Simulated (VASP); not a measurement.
# AlNi (Pm-3m) in VASP: notebook

Aim: see how the results for AlNi move with the level of theory and the settings. Levels: PBEsol, PBE. Tasks: equation of state.

Everything below comes from runs of VASP 6.6.1. Logs are shortened: lines on timing, memory, paths and dates and some standing lists are left out, and cuts for length are marked.

## Step 1: The crystal as given

It takes space group Pm-3m (No. 221, cubic). Conventional cell: a = 2.881 Å, b = 2.881 Å, c = 2.881 Å, α = 90.00°, β = 90.00°, γ = 90.00°. Ni (site symmetry m-3m) is surrounded by 8 Al at 2.50 Å. Around Al (site symmetry m-3m) lie 8 Ni at 2.50 Å.

## Step 2: Equation of state, PBEsol, collinear spin, ferromagnetic start, 11.24 Å³/atom (volume scaled by 0.94)

INCAR reads:

```
PREC = Accurate
ENCUT = 520
EDIFF = 1E-7
ISMEAR = -1
SIGMA = 0.05
LREAL = False
LASPH = True
NELM = 120
ALGO = Normal
ISIF = 2
LWAVE = False
LCHARG = False
ISPIN = 2
MAGMOM = 1 0
LORBIT = 11
LMAXMIX = 4
GGA = PS
NBANDS = 18
```

KPOINTS reads:

```
Automatic mesh
0
Gamma
  9 9 9
```

POSCAR reads:

```
AlNi
1.0
    2.8221875792      0.0000000000      0.0000000000
    0.0000000000      2.8221875792      0.0000000000
    0.0000000000      0.0000000000      2.8221875792
Ni Al
1 1
Direct
    0.5000000000      0.5000000000      0.5000000000
    0.0000000000      0.0000000000      0.0000000000
```

Potentials or basis: VASP PAW PBE potentials, release 64 (Ni, Al).

Command:

```
cat potpaw_PBE.64/Ni/POTCAR potpaw_PBE.64/Al/POTCAR > POTCAR
mpirun -np 1 vasp_std > vasp.out
```

OUTCAR:

```text
PREC = Accurate
   ENCUT = 520
   EDIFF = 1E-7
   ISMEAR = -1
   LREAL = False
   LASPH = True
   NELM = 120
   ISIF = 2
   ISPIN = 2
   LORBIT = 11
   GGA = PS

 Found     35 irreducible k-points:

 Following reciprocal coordinates:
            Coordinates               Weight
  0.000000  0.000000  0.000000      1.000000
  0.111111  0.000000  0.000000      6.000000
  0.222222  0.000000  0.000000      6.000000
  0.333333  0.000000  0.000000      6.000000
  0.444444  0.000000  0.000000      6.000000
  0.111111  0.111111  0.000000     12.000000
   k-points           NKPTS =     35   k-points in BZ     NKDIM =     35   number of bands    NBANDS=     18
   number of dos      NEDOS =    301   number of ions     NIONS =      2
   total plane-waves  NPLWV =  13824
   dimension x,y,z NGX =    24 NGY =   24 NGZ =   24
   dimension x,y,z NGXF=    48 NGYF=   48 NGZF=   48
   ions per type =               1   1
   NGX,Y,Z   is equivalent  to a cutoff of  14.14, 14.14, 14.14 a.u.
   NGXF,Y,Z  is equivalent  to a cutoff of  28.28, 28.28, 28.28 a.u.
 SYSTEM =  unknown system
   PREC   = accura    normal or accurate (medium, high low for compatibility)
   ISTART =      0    job   : 0-new  1-cont  2-samecut
   ICHARG =      2    charge: 1-file 2-atom 10-const
   ISPIN  =      2    spin polarized calculation?
   LNONCOLLINEAR =      F non collinear calculations
   LSORBIT =      F    spin-orbit coupling
   LASPH  =      T    aspherical Exc in radial PAW
   ENCUT  =  520.0 eV  38.22 Ry    6.18 a.u.   5.25  5.25  5.25*2*pi/ulx,y,z
   NELM   =    120;   NELMIN=  2; NELMDL= -5     # of ELM steps
   EDIFF  = 0.1E-06   stopping-criterion for ELM
   LREAL  =      F    real-space projection
   EDIFFG = 0.1E-05   stopping-criterion for IOM
   NSW    =      0    number of steps for IOM
   IBRION =     -1    ionic relax: 0-MD 1-quasi-New 2-CG
   NFREE  =      0    steps in history (QN), initial steepest desc. (CG)
   ISIF   =      2    stress and relaxation
   ISYM   =      2    0-nonsym 1-usesym 2-fastsym
   POTIM  = 0.5000    time-step for ionic-motion
   TEBEG  =    0.0;   TEEND  =   0.0 temperature during run
   PSTRESS=    0.0 pullay stress
   NELECT =      13.0000    total number of electrons
   NUPDOWN=      -1.0000    fix difference up-down
   EMIN   =  10.00;   EMAX   =-10.00  energy-range for DOS
   EFERMI =   0.00;   METHOD = LEGACY
   ISMEAR =    -1;   SIGMA  =   0.05  broadening in eV -4-tet -1-fermi 0-gaus
   EFERMI_NEDOS =   21; number of points for ismear=-14 and -15
   IALGO  =     38    algorithm
   IMIX   =      4    mixing-type and parameters
     AMIX     =   0.40;   BMIX     =  1.00
     AMIX_MAG =   1.60;   BMIX_MAG =  1.00
  volume/ion in A,a.u.               =      11.24        75.84
  Fermi-wavevector in a.u.,A,eV,Ry     =   1.363966  2.577521 25.312307  1.860402
  Thomas-Fermi vector in A             =   2.490323
   LORBIT       =     11    0 simple, 1 ext, 2 COOP (PROOUT), +10 PAW based schemes
   GGA     = PS    functional components
   LHFCALC =     F    Hartree Fock is set to
   AEXX    =    0.0000 exact exchange contribution
   IVDW    =     0    specifies the selected vdW correction
   LEPSILON=     F    determine dielectric tensor
   LRPA    =     F    only Hartree local field effects (RPA)
 spin polarized calculation
  energy-cutoff  :      520.00
  volume of cell :       22.48
 maximum number of plane-waves:       619
 NGX is ok and might be reduce to    24
   NGX = 11   NGY = 11   NGZ = 11

 number of electron      12.9999990 magnetization       0.0000188

 number of electron      12.9999990 magnetization      -0.0000808

 Free energy of the ion-electron system (eV)
  ---------------------------------------------------
  ext. energy  EPLUGINS =         0.00000000
  ---------------------------------------------------
  free energy    TOTEN  =       -11.56224138 eV

  energy without entropy =      -11.55625149  energy(sigma->0) =      -11.55924643

 E-fermi :  10.7584     XC(G=0): -12.4704

 val. band max:       10.6945134943   @ k =   0.3333   0.1111   0.0000
 cond. band min:      10.8166005270   @ k =   0.3333   0.1111   0.1111
 fundamental gap:      0.1220870327
 Fermi energy:        10.7584016817

 spin component 1

 k-point     1 :       0.0000    0.0000    0.0000
  band No.  band energies     occupation
      1      -0.8563      1.00000
      2       7.1784      1.00000
      3       7.1784      1.00000
      4       9.0499      1.00000
      5       9.0499      1.00000
      6       9.0499      1.00000
[... 10 lines left out ...]
     17      34.7283      0.00000
     18      34.7283      0.00000

 k-point     2 :       0.1111    0.0000    0.0000
  band No.  band energies     occupation
      1      -0.6191      1.00000
      2       7.1586      1.00000
      3       7.2358      1.00000
      4       8.9465      1.00000
      5       8.9465      1.00000
      6       9.0612      1.00000
[... 10 lines left out ...]
     17      34.3979      0.00000
     18      35.8060      0.00000

 k-point     3 :       0.2222    0.0000    0.0000
  band No.  band energies     occupation
      1       0.0834      1.00000
      2       6.9455      1.00000
      3       7.3855      1.00000
      4       8.7044      1.00000
      5       8.7044      1.00000
      6       9.0901      1.00000
[... 10 lines left out ...]
     17      32.4195      0.00000
     18      36.7840      0.00000

 k-point     4 :       0.3333    0.0000    0.0000
  band No.  band energies     occupation
      1       1.2209      1.00000
      2       6.0765      1.00000
      3       7.5636      1.00000
      4       8.4563      1.00000
      5       8.4563      1.00000
      6       9.1231      1.00000
[... 10 lines left out ...]
     17      32.5636      0.00000
     18      38.0621      0.00000

 k-point     5 :       0.4444    0.0000    0.0000
  band No.  band energies     occupation
      1       2.7308      1.00000
      2       4.4726      1.00000
      3       7.6849      1.00000
      4       8.3067      1.00000
      5       8.3067      1.00000
      6       9.1448      1.00000
[... 10 lines left out ...]
     17      35.9127      0.00000
     18      39.7311      0.00000

 k-point     6 :       0.1111    0.1111    0.0000
  band No.  band energies     occupation
      1      -0.3835      1.00000
      2       7.1975      1.00000
      3       7.2475      1.00000
      4       8.8289      1.00000
      5       8.9378      1.00000
      6       8.9817      1.00000
[... 10 lines left out ...]
     17      33.9846      0.00000
     18      36.3319      0.00000

 [... further k-points ...]

 spin component 2

 k-point     1 :       0.0000    0.0000    0.0000
  band No.  band energies     occupation
      1      -0.8563      1.00000
      2       7.1783      1.00000
      3       7.1783      1.00000
      4       9.0499      1.00000
      5       9.0499      1.00000
      6       9.0499      1.00000
[... 10 lines left out ...]
     17      34.7283      0.00000
     18      34.7283      0.00000

 k-point     2 :       0.1111    0.0000    0.0000
  band No.  band energies     occupation
      1      -0.6190      1.00000
      2       7.1586      1.00000
      3       7.2358      1.00000
      4       8.9466      1.00000
      5       8.9466      1.00000
      6       9.0613      1.00000
[... 10 lines left out ...]
     17      34.3979      0.00000
     18      35.8060      0.00000

 k-point     3 :       0.2222    0.0000    0.0000
  band No.  band energies     occupation
      1       0.0834      1.00000
      2       6.9455      1.00000
      3       7.3855      1.00000
      4       8.7045      1.00000
      5       8.7045      1.00000
      6       9.0901      1.00000
[... 10 lines left out ...]
     17      32.4195      0.00000
     18      36.7840      0.00000

 k-point     4 :       0.3333    0.0000    0.0000
  band No.  band energies     occupation
      1       1.2209      1.00000
      2       6.0765      1.00000
      3       7.5636      1.00000
      4       8.4563      1.00000
      5       8.4563      1.00000
      6       9.1232      1.00000
[... 10 lines left out ...]
     17      32.5636      0.00000
     18      38.0621      0.00000

 k-point     5 :       0.4444    0.0000    0.0000
  band No.  band energies     occupation
      1       2.7308      1.00000
      2       4.4727      1.00000
      3       7.6848      1.00000
      4       8.3067      1.00000
      5       8.3067      1.00000
      6       9.1449      1.00000
[... 10 lines left out ...]
     17      35.9128      0.00000
     18      39.7311      0.00000

 k-point     6 :       0.1111    0.1111    0.0000
  band No.  band energies     occupation
      1      -0.3835      1.00000
      2       7.1975      1.00000
      3       7.2475      1.00000
      4       8.8289      1.00000
      5       8.9378      1.00000
      6       8.9817      1.00000
[... 10 lines left out ...]
     17      33.9847      0.00000
     18      36.3319      0.00000

 [... further k-points ...]

------------------------ aborting loop because EDIFF is reached ----------------------------------------

  FORCE on cell =-STRESS in cart. coord.  units (eV):
  Direction    XX          YY          ZZ          XY          YZ          ZX
  --------------------------------------------------------------------------------------
  -------------------------------------------------------------------------------------
  Total        1.1277260      1.1277260      1.1277260     -0.0000000     -0.0000000      0.0000000
  in kB       80.3815801     80.3815801     80.3815801     -0.0000000     -0.0000000      0.0000000
  external PRESSURE =      80.3815801 kB  Pullay stress =       0.0000000 kB

 VOLUME and BASIS-vectors are now :
 -----------------------------------------------------------------------------
  energy-cutoff  :      520.00
  volume of cell :       22.48
      direct lattice vectors                 reciprocal lattice vectors
     2.822187579  0.000000000  0.000000000     0.354335058  0.000000000  0.000000000
     0.000000000  2.822187579  0.000000000     0.000000000  0.354335058  0.000000000
     0.000000000  0.000000000  2.822187579     0.000000000  0.000000000  0.354335058

 POSITION                                       TOTAL-FORCE (eV/Angst)
 -----------------------------------------------------------------------------------
      1.41109      1.41109      1.41109         0.000000      0.000000      0.000000
      0.00000      0.00000      0.00000         0.000000      0.000000      0.000000
 -----------------------------------------------------------------------------------
    total drift:                                0.000000      0.000000     -0.000000

  FREE ENERGIE OF THE ION-ELECTRON SYSTEM (eV)
  ---------------------------------------------------
  free  energy   TOTEN  =       -11.5622413781 eV

  energy  without entropy=      -11.5562514907  energy(sigma->0) =      -11.55924643

 total charge

# of ion       s       p       d       tot
------------------------------------------
    1        0.506   0.578   8.506   9.591
    2        0.389   0.441   0.000   0.830
--------------------------------------------------
tot          0.896   1.019   8.506  10.421

 magnetization (x)

# of ion       s       p       d       tot
------------------------------------------
    1        0.000   0.000  -0.000  -0.000
    2       -0.000  -0.000   0.000  -0.000
--------------------------------------------------
tot          0.000   0.000  -0.000  -0.000
```

It took 12 s on 1 thread of Intel Xeon 6975P-C (Granite Rapids), shared host; peak memory 0.16 GiB.

What came out:

- Free energy: -11.5622 eV
- Pressure: 8.0 GPa
- Band gap on the k mesh: none (metal or under the smearing width)
- Net moment: 0.00 μB per cell
- Valence electrons inside the program's atomic spheres: Ni 9.59; Al 0.83

Caveat: the PAW data sets were made with another functional, which shifts forces and pressure a little.

## Step 3: Equation of state, PBEsol, collinear spin, ferromagnetic start, 11.48 Å³/atom (volume scaled by 0.96)

INCAR is that of step 2.

KPOINTS is that of step 2.

POSCAR reads:

```
AlNi
1.0
    2.8420627945      0.0000000000      0.0000000000
    0.0000000000      2.8420627945      0.0000000000
    0.0000000000      0.0000000000      2.8420627945
Ni Al
1 1
Direct
    0.5000000000      0.5000000000      0.5000000000
    0.0000000000      0.0000000000      0.0000000000
```

Potentials or basis: VASP PAW PBE potentials, release 64 (Ni, Al).

Command:

```
cat potpaw_PBE.64/Ni/POTCAR potpaw_PBE.64/Al/POTCAR > POTCAR
mpirun -np 1 vasp_std > vasp.out
```

Run time: 12 s. Hardware: 1 thread of Intel Xeon 6975P-C (Granite Rapids), shared host; peak memory 0.16 GiB.

It converged, with:

```
Free energy                                           : -11.5800 eV
Pressure                                              : 3.9 GPa
Band gap on the k mesh                                : none (metal or under the smearing width)
Net moment                                            : 0.00 μB per cell
Valence electrons inside the program's atomic spheres : Ni 9.55; Al 0.82
```

Caveat: the PAW data sets were made with another functional, which shifts forces and pressure a little.

## Step 4: Equation of state, PBEsol, collinear spin, ferromagnetic start, 11.72 Å³/atom (volume scaled by 0.98)

INCAR is that of step 3.

KPOINTS is that of step 3.

POSCAR reads:

```
AlNi
1.0
    2.8616638469      0.0000000000      0.0000000000
    0.0000000000      2.8616638469      0.0000000000
    0.0000000000      0.0000000000      2.8616638469
Ni Al
1 1
Direct
    0.5000000000      0.5000000000      0.5000000000
    0.0000000000      0.0000000000      0.0000000000
```

Command:

```
cat potpaw_PBE.64/Ni/POTCAR potpaw_PBE.64/Al/POTCAR > POTCAR
mpirun -np 1 vasp_std > vasp.out
```

Wall time 12 s (1 thread of Intel Xeon 6975P-C (Granite Rapids), shared host); peak memory 0.16 GiB.

It converged, with:

```yaml
Free_energy: -11.5859 eV
Pressure: 0.1 GPa
Band_gap_on_the_k_mesh: none (metal or under the smearing width)
Net_moment: 0.00 μB per cell
Valence_electrons_inside_the_program's_atomic_spheres: Ni 9.51; Al 0.81
```

Caveat: the PAW data sets were made with another functional, which shifts forces and pressure a little.

## Step 5: Equation of state, PBEsol, collinear spin, ferromagnetic start, 12.20 Å³/atom (volume scaled by 1.02)

INCAR is that of step 4.

KPOINTS is that of step 4.

POSCAR reads:

```
AlNi
1.0
    2.9000800262      0.0000000000      0.0000000000
    0.0000000000      2.9000800262      0.0000000000
    0.0000000000      0.0000000000      2.9000800262
Ni Al
1 1
Direct
    0.5000000000      0.5000000000      0.5000000000
    0.0000000000      0.0000000000      0.0000000000
```

Command:

```
cat potpaw_PBE.64/Ni/POTCAR potpaw_PBE.64/Al/POTCAR > POTCAR
mpirun -np 1 vasp_std > vasp.out
```

Run time: 11 s. Hardware: 1 thread of Intel Xeon 6975P-C (Granite Rapids), shared host; peak memory 0.16 GiB.

Results (log left out):

- Free energy: -11.5671 eV
- Pressure: -6.2 GPa
- Band gap on the k mesh: none (metal or under the smearing width)
- Net moment: 0.00 μB per cell
- Valence electrons inside the program's atomic spheres: Ni 9.44; Al 0.78

Caveat: the PAW data sets were made with another functional, which shifts forces and pressure a little.

## Step 6: Equation of state, PBEsol, collinear spin, ferromagnetic start, 12.43 Å³/atom (volume scaled by 1.04)

INCAR is that of step 5.

KPOINTS is that of step 5.

POSCAR reads:

```
AlNi
1.0
    2.9189122424      0.0000000000      0.0000000000
    0.0000000000      2.9189122424      0.0000000000
    0.0000000000      0.0000000000      2.9189122424
Ni Al
1 1
Direct
    0.5000000000      0.5000000000      0.5000000000
    0.0000000000      0.0000000000      0.0000000000
```

Potentials or basis: VASP PAW PBE potentials, release 64 (Ni, Al).

Command:

```
cat potpaw_PBE.64/Ni/POTCAR potpaw_PBE.64/Al/POTCAR > POTCAR
mpirun -np 1 vasp_std > vasp.out
```

It took 12 s on 1 thread of Intel Xeon 6975P-C (Granite Rapids), shared host; peak memory 0.16 GiB.

The run converged. Its results:

```
Free energy                                           : -11.5445 eV
Pressure                                              : -8.9 GPa
Band gap on the k mesh                                : none (metal or under the smearing width)
Net moment                                            : 0.00 μB per cell
Valence electrons inside the program's atomic spheres : Ni 9.41; Al 0.77
```

Caveat: the PAW data sets were made with another functional, which shifts forces and pressure a little.

## Step 7: Equation of state, PBEsol, collinear spin, ferromagnetic start, 12.67 Å³/atom (volume scaled by 1.06)

INCAR is that of step 6.

KPOINTS is that of step 6.

POSCAR reads:

```
AlNi
1.0
    2.9375045414      0.0000000000      0.0000000000
    0.0000000000      2.9375045414      0.0000000000
    0.0000000000      0.0000000000      2.9375045414
Ni Al
1 1
Direct
    0.5000000000      0.5000000000      0.5000000000
    0.0000000000      0.0000000000      0.0000000000
```

Command:

```
cat potpaw_PBE.64/Ni/POTCAR potpaw_PBE.64/Al/POTCAR > POTCAR
mpirun -np 1 vasp_std > vasp.out
```

It took 11 s on 1 thread of Intel Xeon 6975P-C (Granite Rapids), shared host; peak memory 0.15 GiB.

Results (log left out):

| Property | Result |
| --- | --- |
| Free energy | -11.5142 eV |
| Pressure | -11.4 GPa |
| Band gap on the k mesh | none (metal or under the smearing width) |
| Net moment | 0.00 μB per cell |
| Valence electrons inside the program's atomic spheres | Ni 9.38; Al 0.77 |

Caveat: the PAW data sets were made with another functional, which shifts forces and pressure a little.

## Step 8: Equation of state, PBEsol, collinear spin, ferromagnetic start

Potentials or basis: VASP PAW PBE potentials, release 64 (Ni, Al).

No new run: the results of the series are fitted here.

Results:

```
Equilibrium volume                      : 11.73 Å³/atom
Bulk modulus                            : 173 GPa
Pressure derivative of the bulk modulus : 4.4
```

Energy against volume, from the lowest point:
```
volume (Å³/atom)  energy (meV/atom)
          11.239              11.84
          11.478               2.97
          11.717               0.00
          11.956               2.32
          12.196               9.40
          12.435              20.72
          12.674              35.85
```

Caveat: the PAW data sets were made with another functional, which shifts forces and pressure a little.

## Step 9: Equation of state, PBE, collinear spin, ferromagnetic start, 11.24 Å³/atom (volume scaled by 0.94)

INCAR, as its differences from that of step 7:

```diff
@@ -16,3 +16,3 @@
 LMAXMIX = 4
-GGA = PS
+GGA = PE
 NBANDS = 18
```

KPOINTS is that of step 7.

POSCAR reads:

```
AlNi
1.0
    2.8221875792      0.0000000000      0.0000000000
    0.0000000000      2.8221875792      0.0000000000
    0.0000000000      0.0000000000      2.8221875792
Ni Al
1 1
Direct
    0.5000000000      0.5000000000      0.5000000000
    0.0000000000      0.0000000000      0.0000000000
```

Potentials or basis: VASP PAW PBE potentials, release 64 (Ni, Al).

Command:

```
cat potpaw_PBE.64/Ni/POTCAR potpaw_PBE.64/Al/POTCAR > POTCAR
mpirun -np 1 vasp_std > vasp.out
```

It took 18 s on 1 thread of Intel Xeon Platinum 8488C (Sapphire Rapids), shared host; peak memory 0.16 GiB.

It converged, with:

| Quantity | Value |
| --- | --- |
| Free energy | -10.4681 eV |
| Pressure | 13.8 GPa |
| Band gap on the k mesh | none (metal or under the smearing width) |
| Net moment | 0.00 μB per cell |
| Valence electrons inside the program's atomic spheres | Ni 9.58; Al 0.83 |

[end of part 1 of 2]
